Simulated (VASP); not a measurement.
A run of VASP 6.6.1:

File INCAR:

```
SYSTEM = Mg
ALGO = Normal
EDIFF = 1E-7
EDIFFG = -0.005
ENCUT = 600
IBRION = 2
ISIF = 3
ISMEAR = 0
LASPH = .TRUE.
LCHARG = .FALSE.
LMIXTAU = .TRUE.
LREAL = .FALSE.
LWAVE = .FALSE.
METAGGA = R2SCAN
NELM = 100
NSW = 90
PREC = Accurate
SIGMA = 0.1
```

File KPOINTS:

```
k-points
0
G
  15 15 8
  0 0 0
```

The input POSCAR:

```
Mg
1.0
    3.2093000000      0.0000000000      0.0000000000
   -1.6046500000      2.7793353300      0.0000000000
    0.0000000000      0.0000000000      5.2103000000
Mg
2
Direct
    0.3333333300      0.6666666700      0.2500000000
    0.6666666700      0.3333333300      0.7500000000
```

Potentials or basis: VASP PAW PBE potentials, release 64 (Mg).

Command:

```console
$ cat potpaw_PBE.64/Mg/POTCAR > POTCAR
$ mpirun -np 1 vasp_std > vasp.out
```

Hardware: 1 thread of Intel(R) Xeon(R) 6975P-C (Granite Rapids) (shared host).

Question: How long does it take, and how much memory?

Answer: It took 6.2 min on 1 thread of Intel(R) Xeon(R) 6975P-C (Granite Rapids), on a shared host, peak memory 0.23 GiB. Counts: scf iterations 53, k points 135, ion steps 7.
